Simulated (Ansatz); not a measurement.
## Stability checks on a candidate for NaI

The cell was reached from a generator's guess, though it ends in a space group that the Crystallography Open Database lists for this formula.

Theory: DFT PBE, scalar-relativistic, plane waves, PAW in Ansatz 0.2.0. Settings of the last relaxation (2-atom cell): 420 eV, 6×6×6 k points, Gaussian smearing of 0.02 eV, no spin polarisation.

```
CELL_PARAMETERS angstrom
0.00000 3.26464 3.26464
3.26464 0.00000 3.26464
3.26464 3.26464 0.00000
ATOMIC_POSITIONS crystal
Na 0.50000 0.50000 0.50000
I 0.00000 0.00000 0.00000
```

The zero of energy is the elements' standard structures at the same level; no fitted shifts are applied.

**Question.** These tests were run: energy against the elements; random kick, then relaxation without symmetry; phonons on a 4×4×4 q mesh; elastic tensor. What do they show?

**Answer.**

```json
{"test": "energy against the elements", "result": "−1.280 eV/atom"}
{"test": "random kick, then relaxation without symmetry", "result": "returns"}
{"test": "phonons on a 4×4×4 q mesh", "result": "no imaginary mode on the mesh"}
{"test": "elastic tensor", "result": "least eigenvalue 7 GPa"}
```

It fails none of these tests. Other phases of the system weren't compared here, so this isn't yet thermodynamic stability.

Spin–orbit coupling, which can matter for I, is left out. The reference form of I is held partly by dispersion forces, which this level lacks. The kick test ran on a coarse mesh. The run for the phonons used an 8×8×8 k mesh. The run for the elastic tensor used an 8×8×8 k mesh.
